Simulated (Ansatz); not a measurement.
Crystal: Si.

```
Si
1.0
    -1.62691    1.62691    1.32033
     1.62691   -1.62691    1.32033
     1.62691    1.62691   -1.32033
Si
1
Direct
  0.00000 0.00000 0.00000
```

This isn't the form of Si at room conditions, which is diamond.

| Item | Value |
| --- | --- |
| Program | Ansatz 0.2.0 |
| Task | relaxation of cell and atoms |
| Functional | revPBE |
| Dispersion | D4 |
| Potentials or basis | Ansatz PAW |
| Cutoff | 420 eV (not typed: the program's choice for these potentials) |
| k mesh | 13 × 13 × 13 |
| Occupations | fermi-dirac, width 0.05 eV |
| Spin | no spin polarisation |

At the start: volume 13.98 Å³/atom.

Q: How do energy, volume and symmetry change on relaxing?

A: It ends after 7 steps and the volume is 13.41 Å³/atom (-4.1 %); space group I4/mmm (No. 139, to 0.05 Å).

The path:
```csv
step,energy change (eV),largest force (eV/Å),volume (Å³)
1,0.0000,0.0000,13.98
2,-0.0097,0.0000,13.58
3,-0.0138,0.0000,13.12
4,-0.0156,0.0000,13.35
5,-0.0160,0.0000,13.42
6,-0.0161,0.0000,13.41
7,-0.0160,0.0000,13.41
```

Final structure:
```
CELL_PARAMETERS angstrom
-1.62758 1.62758 1.26575
1.62758 -1.62758 1.26575
1.62758 1.62758 -1.26575
ATOMIC_POSITIONS crystal
Si 0.00000 0.00000 0.00000
```

Caveat: the plane-wave basis is chosen anew once the cell has moved, so the energies of steps on either side of that aren't comparable; pairwise dispersion overbinds metals, which lowers pressure and volume; the PAW data sets come from PBE, with cores solved anew for the run's functional, which leaves a small shift of forces and pressure.
